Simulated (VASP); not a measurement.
# CuI (P6_3/mmc) in VASP: settings compared

Aim: see how the results for CuI move with the level of theory and the settings. Levels: r2SCAN, PBE. Tasks: single point.

Everything below comes from runs of VASP 6.6.1. Logs are shortened: lines on timing, memory, paths and dates and some standing lists are left out, and cuts for length are marked.

**1. The cell of the first run**

It takes space group P6_3/mmc (No. 194, hexagonal). The conventional cell has a = 4.232 Å, b = 4.232 Å, c = 6.465 Å, α = 90.00°, β = 90.00°, γ = 120.00°. Cu (site symmetry -3m) is surrounded by 6 I at 2.93 Å and 2 Cu at 3.23 Å. I (site symmetry -6m2) has 6 Cu at 2.93 Å as nearest neighbours.

The cell was built by a generator and needn't be a form met in nature.

**2. Single point, r2SCAN (hydrostatic strain +2.0%)**

Input file POSCAR:

```
CuI
1.0
    4.2315281169      0.0000000000      0.0000000000
   -2.1157640585      3.6646108460      0.0000000000
    0.0000000000      0.0000000000      6.4649844339
Cu I
2 2
Direct
    0.0000000000      0.0000000000      0.0000000000
    0.0000000000      0.0000000000      0.5000000000
    0.3333333333      0.6666666667      0.2500000000
    0.6666666667      0.3333333333      0.7500000000
```

Input file INCAR.step1:

```
SYSTEM = CuI
PREC     = Accurate       ! precision mode
ENCUT    = 520            ! plane-wave cutoff, eV
ISMEAR   = 0              ! smearing method
SIGMA    = 0.01           ! smearing width, eV
LREAL    = .FALSE.        ! projectors in reciprocal space
LASPH    = .TRUE.         ! aspherical terms in the spheres
NELM     = 80             ! most SCF steps
NBANDS   = 26             ! bands
GGA      = PE             ! functional
ALGO     = Normal         ! electronic algorithm
EDIFF    = 1E-4           ! SCF threshold, eV
LWAVE    = .TRUE.         ! write WAVECAR
LCHARG   = .FALSE.        ! write CHGCAR
```

Input file INCAR.step2:

```
SYSTEM = CuI
PREC     = Accurate       ! precision mode
ENCUT    = 520            ! plane-wave cutoff, eV
EDIFF    = 1E-6           ! SCF threshold, eV
ISMEAR   = 0              ! smearing method
SIGMA    = 0.01           ! smearing width, eV
LREAL    = .FALSE.        ! projectors in reciprocal space
LASPH    = .TRUE.         ! aspherical terms in the spheres
NELM     = 80             ! most SCF steps
ALGO     = Normal         ! electronic algorithm
ISIF     = 2              ! what is computed and relaxed
LWAVE    = .FALSE.        ! write WAVECAR
LCHARG   = .FALSE.        ! write CHGCAR
METAGGA  = R2SCAN         ! meta-GGA
LMIXTAU  = .TRUE.       
NBANDS   = 26             ! bands
ISTART   = 1
```

Input file KPOINTS:

```
regular mesh
0
G
  12 12 4
  0 0 0
```

Potentials or basis: VASP PAW PBE potentials, release 64 (Cu, I).

Started as:

```sh
> cat potpaw_PBE.64/Cu/POTCAR potpaw_PBE.64/I/POTCAR > POTCAR
> cp INCAR.step1 INCAR
> mpirun -np 1 vasp_std > vasp.out
> cp INCAR.step2 INCAR
> mpirun -np 1 vasp_std > vasp.out
```

OUTCAR:

```text
SYSTEM = CuI
   PREC = Accurate
   ENCUT = 520
   EDIFF = 1E-6
   ISMEAR = 0
   LREAL = .FALSE.
   LASPH = .TRUE.
   NELM = 80
   ISIF = 2
   METAGGA = R2SCAN
   ISTART = 1

 ion  position               nearest neighbor table
   1  0.000  0.000  0.000-   3 2.93   4 2.93   3 2.93   4 2.93   4 2.93   3 2.93
   2  0.000  0.000  0.500-   3 2.93   4 2.93   3 2.93   4 2.93   4 2.93   3 2.93
   3  0.333  0.667  0.250-   1 2.93   2 2.93   1 2.93   2 2.93   1 2.93   2 2.93
   4  0.667  0.333  0.750-   1 2.93   2 2.93   1 2.93   2 2.93   1 2.93   2 2.93

  LATTYP: Found a hexagonal cell.
 ALAT       =     4.2315281169
 C/A-ratio  =     1.5278131813

  Lattice vectors:

 A1 = (   4.2315281169,   0.0000000000,   0.0000000000)
 A2 = (  -2.1157640585,   3.6646108460,   0.0000000000)
 A3 = (   0.0000000000,   0.0000000000,   6.4649844339)

Analysis of symmetry for initial positions (statically):
=====================================================================
 Subroutine PRICEL returns:
 Original cell was already a primitive cell.

 Routine SETGRP: Setting up the symmetry group for a
 hexagonal supercell.

 Subroutine GETGRP returns: Found 24 space group operations
 (whereof 12 operations were pure point group operations)
 out of a pool of 24 trial point group operations.

The static configuration has the point symmetry D_3d.
 The point group associated with its full space group is D_6h.

Analysis of symmetry for dynamics (positions and initial velocities):
=====================================================================
 Subroutine PRICEL returns:
 Original cell was already a primitive cell.

 Routine SETGRP: Setting up the symmetry group for a
 hexagonal supercell.

 Subroutine GETGRP returns: Found 24 space group operations
 (whereof 12 operations were pure point group operations)
 out of a pool of 24 trial point group operations.

The dynamic configuration has the point symmetry D_3d.
 The point group associated with its full space group is D_6h.

 Subroutine INISYM returns: Found 24 space group operations
 (whereof 12 operations are pure point group operations),
 and found     1 'primitive' translations

----------------------------------------------------------------------------------------

                                     Primitive cell

  volume of cell :     100.2519

  direct lattice vectors                    reciprocal lattice vectors
     4.231528117  0.000000000  0.000000000     0.236321247  0.136440135  0.000000000
    -2.115764058  3.664610846  0.000000000     0.000000000  0.272880271  0.000000000
     0.000000000  0.000000000  6.464984434     0.000000000  0.000000000  0.154679413

  length of vectors
     4.231528117  4.231528117  6.464984434     0.272880271  0.272880271  0.154679413

  position of ions in fractional coordinates (direct lattice)
     0.000000000  0.000000000  0.000000000
     0.000000000  0.000000000  0.500000000
     0.333333333  0.666666667  0.250000000
     0.666666667  0.333333333  0.750000000

  ion indices of the primitive-cell ions
   primitive index   ion index
                 1           1
                 2           2
                 3           3
                 4           4

----------------------------------------------------------------------------------------

 KPOINTS: regular mesh

Automatic generation of k-mesh.
 Grid dimensions read from file:
 generate k-points for:   12   12    4

 Generating k-lattice:

  Cartesian coordinates                     Fractional coordinates (reciprocal lattice)
     0.019693437  0.011370011  0.000000000     0.083333333 -0.000000000  0.000000000
     0.000000000  0.022740023  0.000000000     0.000000000  0.083333333  0.000000000
     0.000000000  0.000000000  0.038669853     0.000000000  0.000000000  0.250000000

  Length of vectors
     0.022740023  0.022740023  0.038669853

  Shift w.r.t. Gamma in fractional coordinates (k-lattice)
     0.000000000  0.000000000  0.000000000

 Subroutine IBZKPT returns following result:
 ===========================================

 Found     57 irreducible k-points:

 Following reciprocal coordinates:
            Coordinates               Weight
  0.000000  0.000000  0.000000      1.000000
  0.083333  0.000000  0.000000      6.000000
  0.166667  0.000000  0.000000      6.000000
  0.250000  0.000000  0.000000      6.000000
  0.333333  0.000000  0.000000      6.000000
  0.416667  0.000000  0.000000      6.000000
[... 16 lines left out ...]
  0.250000  0.000000  0.250000     12.000000
  0.333333  0.000000  0.250000     12.000000
 [... further k-points ...]
   k-points           NKPTS =     57   k-points in BZ     NKDIM =     57   number of bands    NBANDS=     26
   number of dos      NEDOS =    301   number of ions     NIONS =      4
   total plane-waves  NPLWV =  49152
   dimension x,y,z NGX =    32 NGY =   32 NGZ =   48
   dimension x,y,z NGXF=    64 NGYF=   64 NGZF=   96
   ions per type =               2   2
   NGX,Y,Z   is equivalent  to a cutoff of  12.57, 12.57, 12.34 a.u.
   NGXF,Y,Z  is equivalent  to a cutoff of  25.14, 25.14, 24.69 a.u.
 SYSTEM =  CuI
   PREC   = accura    normal or accurate (medium, high low for compatibility)
   ISTART =      1    job   : 0-new  1-cont  2-samecut
   ICHARG =      0    charge: 1-file 2-atom 10-const
   ISPIN  =      1    spin polarized calculation?
   LNONCOLLINEAR =      F non collinear calculations
   LSORBIT =      F    spin-orbit coupling
   LASPH  =      T    aspherical Exc in radial PAW
   ENCUT  =  520.0 eV  38.22 Ry    6.18 a.u.   7.87  7.87 12.02*2*pi/ulx,y,z
   NELM   =     80;   NELMIN=  2; NELMDL=  0     # of ELM steps
   EDIFF  = 0.1E-05   stopping-criterion for ELM
   LREAL  =      F    real-space projection
   EDIFFG = 0.1E-04   stopping-criterion for IOM
   NSW    =      0    number of steps for IOM
   IBRION =     -1    ionic relax: 0-MD 1-quasi-New 2-CG
   NFREE  =      0    steps in history (QN), initial steepest desc. (CG)
   ISIF   =      2    stress and relaxation
   ISYM   =      2    0-nonsym 1-usesym 2-fastsym
   POTIM  = 0.5000    time-step for ionic-motion
   TEBEG  =    0.0;   TEEND  =   0.0 temperature during run
   PSTRESS=    0.0 pullay stress
   NELECT =      36.0000    total number of electrons
   NUPDOWN=      -1.0000    fix difference up-down
   EMIN   =  10.00;   EMAX   =-10.00  energy-range for DOS
   EFERMI =   0.00;   METHOD = LEGACY
   ISMEAR =     0;   SIGMA  =   0.01  broadening in eV -4-tet -1-fermi 0-gaus
   EFERMI_NEDOS =   21; number of points for ismear=-14 and -15
   IALGO  =     38    algorithm
   IMIX   =      4    mixing-type and parameters
     AMIX     =   0.40;   BMIX     =  1.00
     AMIX_MAG =   1.60;   BMIX_MAG =  1.00
  volume/ion in A,a.u.               =      25.06       169.13
  Fermi-wavevector in a.u.,A,eV,Ry     =   1.163621  2.198924 18.422470  1.354013
  Thomas-Fermi vector in A             =   2.300168
   LORBIT       =      0    0 simple, 1 ext, 2 COOP (PROOUT), +10 PAW based schemes
   METAGGA = R2SCAN    functional components
   LHFCALC =     F    Hartree Fock is set to
   AEXX    =    0.0000 exact exchange contribution
   IVDW    =     0    specifies the selected vdW correction
   LEPSILON=     F    determine dielectric tensor
   LRPA    =     F    only Hartree local field effects (RPA)
 non-spin polarized calculation
 Gauss-broadening in eV      SIGMA  =   0.01
  energy-cutoff  :      520.00
  volume of cell :      100.25
 maximum number of plane-waves:      2742
 NGX is ok and might be reduce to    32
   NGX = 15   NGY = 15   NGZ = 25

 number of electron      35.9999992 magnetization

 Free energy of the ion-electron system (eV)
  ---------------------------------------------------
  ext. energy  EPLUGINS =         0.00000000
  ---------------------------------------------------
  free energy    TOTEN  =       -70.60559715 eV

  energy without entropy =      -70.60559715  energy(sigma->0) =      -70.60559715

 E-fermi :   5.3200     XC(G=0): -10.1316

 val. band max:        5.2155129694   @ k =   0.5000   0.0000   0.0000
 cond. band min:       6.1574517382   @ k =   0.3333   0.3333   0.0000
 fundamental gap:      0.9419387688
 Fermi energy:         5.3200493836

 k-point     1 :       0.0000    0.0000    0.0000
  band No.  band energies     occupation
      1      -9.1201      2.00000
      2      -8.1514      2.00000
      3      -0.7020      2.00000
      4       1.6978      2.00000
      5       1.6978      2.00000
      6       3.1709      2.00000
[... 18 lines left out ...]
     25      12.4225      0.00000
     26      13.1022      0.00000

 k-point     2 :       0.0833    0.0000    0.0000
  band No.  band energies     occupation
      1      -9.0809      2.00000
      2      -8.1388      2.00000
      3      -0.6324      2.00000
      4       1.6187      2.00000
      5       1.6922      2.00000
      6       2.6067      2.00000
[... 18 lines left out ...]
     25      12.6525      0.00000
     26      13.0007      0.00000

 k-point     3 :       0.1667    0.0000    0.0000
  band No.  band energies     occupation
      1      -8.9683      2.00000
      2      -8.1062      2.00000
      3      -0.4270      2.00000
      4       1.3463      2.00000
      5       1.6781      2.00000
      6       1.7778      2.00000
[... 18 lines left out ...]
     25      11.8681      0.00000
     26      12.9081      0.00000

 k-point     4 :       0.2500    0.0000    0.0000
  band No.  band energies     occupation
      1      -8.7985      2.00000
      2      -8.0684      2.00000
      3      -0.0972      2.00000
      4       0.6861      2.00000
      5       1.2783      2.00000
      6       1.6635      2.00000
[... 18 lines left out ...]
     25      12.2956      0.00000
     26      12.7387      0.00000

 k-point     5 :       0.3333    0.0000    0.0000
  band No.  band energies     occupation
      1      -8.5997      2.00000
      2      -8.0475      2.00000
      3      -0.0098      2.00000
      4       0.3330      2.00000
      5       0.9772      2.00000
      6       1.6613      2.00000
[... 18 lines left out ...]
     25      12.6734      0.00000
     26      13.3746      0.00000

 k-point     6 :       0.4167    0.0000    0.0000
  band No.  band energies     occupation
      1      -8.4154      2.00000
      2      -8.0622      2.00000
      3      -0.4771      2.00000
      4       0.7723      2.00000
      5       0.8159      2.00000
      6       1.6865      2.00000
[... 427 lines left out ...]
 k-point    21 :       0.0833    0.0000    0.2500
  band No.  band energies     occupation
      1      -8.9647      2.00000
      2      -8.3046      2.00000
      3      -0.1875      2.00000
      4       1.7522      2.00000
      5       1.8095      2.00000
      6       2.1121      2.00000
[... 18 lines left out ...]
     25      12.3130      0.00000
     26      12.5691      0.00000

 k-point    22 :       0.1667    0.0000    0.2500
  band No.  band energies     occupation
      1      -8.8600      2.00000
      2      -8.2547      2.00000
      3      -0.0880      2.00000
      4       1.3956      2.00000
      5       1.5957      2.00000
      6       1.7835      2.00000
[... 18 lines left out ...]
     25      11.9140      0.00000
     26      12.7695      0.00000

 k-point    23 :       0.2500    0.0000    0.2500
  band No.  band energies     occupation
      1      -8.7037      2.00000
      2      -8.1897      2.00000
      3      -0.0031      2.00000
      4       0.7014      2.00000
      5       1.3902      2.00000
      6       1.7505      2.00000
[... 18 lines left out ...]
     25      12.2866      0.00000
     26      12.7001      0.00000

 k-point    24 :       0.3333    0.0000    0.2500
  band No.  band energies     occupation
      1      -8.5245      2.00000
      2      -8.1345      2.00000
      3      -0.1719      2.00000
      4       0.2851      2.00000
      5       1.3086      2.00000
      6       1.7257      2.00000
[... 18 lines left out ...]
     25      13.1840      0.00000
     26      13.1919      0.00000

 [... further k-points ...]

------------------------ aborting loop because EDIFF is reached ----------------------------------------

  FORCE on cell =-STRESS in cart. coord.  units (eV):
  Direction    XX          YY          ZZ          XY          YZ          ZX
  --------------------------------------------------------------------------------------
  -------------------------------------------------------------------------------------
  Total       -1.6851830     -1.6851830     -1.6835217      0.0000000      0.0000000      0.0000000
  in kB      -26.9317812    -26.9317812    -26.9052304      0.0000000      0.0000000      0.0000000
  external PRESSURE =     -26.9229309 kB  Pullay stress =       0.0000000 kB

 VOLUME and BASIS-vectors are now :
 -----------------------------------------------------------------------------
  energy-cutoff  :      520.00
  volume of cell :      100.25
      direct lattice vectors                 reciprocal lattice vectors
     4.231528117  0.000000000  0.000000000     0.236321247  0.136440135  0.000000000
    -2.115764058  3.664610846  0.000000000     0.000000000  0.272880271  0.000000000
     0.000000000  0.000000000  6.464984434     0.000000000  0.000000000  0.154679413

 POSITION                                       TOTAL-FORCE (eV/Angst)
 -----------------------------------------------------------------------------------
      0.00000      0.00000      0.00000         0.000000      0.000000      0.000000
      0.00000      0.00000      3.23249         0.000000      0.000000      0.000000
     -0.00000      2.44307      1.61625        -0.000000      0.000000     -0.000000
      2.11576      1.22154      4.84874        -0.000000     -0.000000     -0.000000
 -----------------------------------------------------------------------------------
    total drift:                                0.000000     -0.000000      0.000000

  FREE ENERGIE OF THE ION-ELECTRON SYSTEM (eV)
  ---------------------------------------------------
  free  energy   TOTEN  =       -70.6055971492 eV

  energy  without entropy=      -70.6055971492  energy(sigma->0) =      -70.60559715
```

Run time: 18 min. Hardware: 1 thread of AMD EPYC 7R43 (Zen 3), shared host; peak memory 0.27 GiB.

What came out:

```
Free energy            : -70.6056 eV
Pressure               : -2.7 GPa
Band gap on the k mesh : 0.94 eV, indirect (least direct gap 1.08 eV)
```

Caveat: the PAW data sets were made with another functional, which shifts forces and pressure a little; spin-orbit coupling is left out, which moves the levels of the heavy elements. A k mesh can miss the band edges.

**3. Single point, PBE (biaxial_xy strain -5.4%)**

Input file INCAR:

```
SYSTEM = CuI
ALGO = Normal ; EDIFF = 1E-7
ENCUT = 520 ; GGA = PE
ISIF = 2 ; ISMEAR = -1
LASPH = .TRUE. ; LCHARG = .TRUE.
LELF = .TRUE. ; LREAL = .FALSE.
LVHAR = .TRUE. ; LWAVE = .FALSE.
NBANDS = 26 ; NELM = 80
PREC = Accurate ; SIGMA = 0.02
```

Input file KPOINTS:

```
k-points
0
G
  12 12 4
  0 0 0
```

Input file POSCAR:

```
CuI
1.0
    3.9242104324      0.0000000000      0.0000000000
   -1.9621052162      3.3984659243      0.0000000000
    0.0000000000      0.0000000000      6.3363563990
Cu I
2 2
Direct
    0.0000000000      0.0000000000      0.0000000000
    0.0000000000      0.0000000000      0.5000000000
    0.3333333333      0.6666666667      0.2500000000
    0.6666666667      0.3333333333      0.7500000000
```

Potentials or basis: VASP PAW PBE potentials, release 64 (Cu, I).

Started as:

```sh
> cat potpaw_PBE.64/Cu/POTCAR potpaw_PBE.64/I/POTCAR > POTCAR
> mpirun -np 1 vasp_std > vasp.out
```

Run time: 5.4 min. Hardware: 1 thread of AMD EPYC 7R43 (Zen 3), shared host; peak memory 0.24 GiB.

It converged, with:

```yaml
Free_energy: -9.9224 eV
Pressure: 7.7 GPa
Band_gap_on_the_k_mesh: 0.04 eV, indirect (least direct gap 1.18 eV)
```

Stress tensor (GPa, compression positive):
```
8.31 0.00 0.00
0.00 8.31 0.00
0.00 0.00 6.52
```

Levels at points of the mesh, in eV from the valence-band top:
| k point | band 16 | band 17 | band 18 | band 19 | band 20 | band 21 |
| --- | --- | --- | --- | --- | --- | --- |
| (0.00, 0.00, 0.00) | -1.61 | -0.03 | -0.03 | 1.14 | 2.50 | 4.98 |
| (0.50, 0.00, 0.00) | -1.72 | -1.04 | 0.00 | 1.99 | 2.52 | 2.90 |
| (0.00, 0.00, 0.50) | -0.65 | -0.65 | -0.65 | 2.96 | 2.96 | 5.22 |
| (0.50, 0.00, 0.50) | -1.30 | -0.99 | -0.99 | 1.25 | 1.25 | 4.26 |

Caveat: spin-orbit coupling is left out, which moves the levels of the heavy elements. A k mesh can miss the band edges.
